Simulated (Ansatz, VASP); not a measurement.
## Two plane-wave programs on SiC

The input INCAR:

```
SYSTEM = SiC
ALGO = Normal
EDIFF = 1E-6
ENCUT = 520
GGA = PS
ISIF = 2
ISMEAR = 0
LASPH = .True.
LCHARG = .True.
LELF = .True.
LREAL = .False.
LVHAR = .True.
LWAVE = .False.
NBANDS = 26
NELM = 80
PREC = Accurate
SIGMA = 0.05
```

Contents of KPOINTS:

```
k-points
0
Gamma
  12 12 4
  0 0 0
```

File POSCAR:

```
SiC
1.0
    2.9344000000      0.0000000000      0.0000000000
   -1.4672000000      2.5412649449      0.0000000000
    0.0000000000      0.0000000000      9.2697000000
Si C
4 4
Direct
    0.6666666667      0.3333333333      0.9378278494
    0.3333333333      0.6666666667      0.4378278494
    0.0000000000      0.0000000000      0.6878973398
    0.0000000000      0.0000000000      0.1878973398
    0.6666666667      0.3333333333      0.7498191768
    0.3333333333      0.6666666667      0.2498191768
    0.0000000000      0.0000000000      0.5004546340
    0.0000000000      0.0000000000      0.0004546340
```

Input for Ansatz:

```yaml
crystal:
  lattice:
    - [2.9344, 0.0, 0.0]
    - [-1.4672, 2.5412649449, 0.0]
    - [0.0, 0.0, 9.2697]
  atoms:
    - { symbol: Si, position: [0.6666666667, 0.3333333333, 0.9378278494] }
    - { symbol: Si, position: [0.3333333333, 0.6666666667, 0.4378278494] }
    - { symbol: Si, position: [0.0, 0.0, 0.6878973398] }
    - { symbol: Si, position: [0.0, 0.0, 0.1878973398] }
    - { symbol: C, position: [0.6666666667, 0.3333333333, 0.7498191768] }
    - { symbol: C, position: [0.3333333333, 0.6666666667, 0.2498191768] }
    - { symbol: C, position: [0.0, 0.0, 0.500454634] }
    - { symbol: C, position: [0.0, 0.0, 0.000454634] }
basis:
  ecutwfc: 520.0
kpoints:
  mp_grid: { grid: [12, 12, 4] }
hamiltonian:
  xc: pbesol
  pseudopotentials: { kind: paw, azcp: { folder: soft_1 } }
scf:
  occupations: { method: gaussian, width: 0.05 }
output:
  forces: true
  stress: true
  eigenvalues: true
```

Alike in both runs: task single point; functional PBEsol; k mesh 12 × 12 × 4; occupations gaussian, width 0.05 eV; no spin polarisation.

```csv
,VASP,Ansatz
version,VASP 6.6.1,Ansatz 0.2.0
potentials or method,"VASP PAW PBE potentials, release 64 (Si, C)","scalar-relativistic, plane waves, PAW"
plane-wave cutoff (eV),520,520
valence electrons in the cell,32,32
```

VASP gave:

- gap on the k mesh at the Fermi level (eV): 2.08
- least direct gap on the mesh (eV): 3.31
- rms of the force components (eV/Å): 0.533

Q: What did Ansatz give for the same quantities?

A: gap on the k mesh at the Fermi level (eV): 2.09; least direct gap on the mesh (eV): 3.33; rms of the force components (eV/Å): 0.531.

Atom by atom the forces differ by 0.003 eV/Å (rms over components). Ansatz warned: «pseudo_functional_mismatch».

Caveats: the PAW data sets were made with another functional, which shifts forces and pressure a little (VASP). A k mesh can miss the band edges.
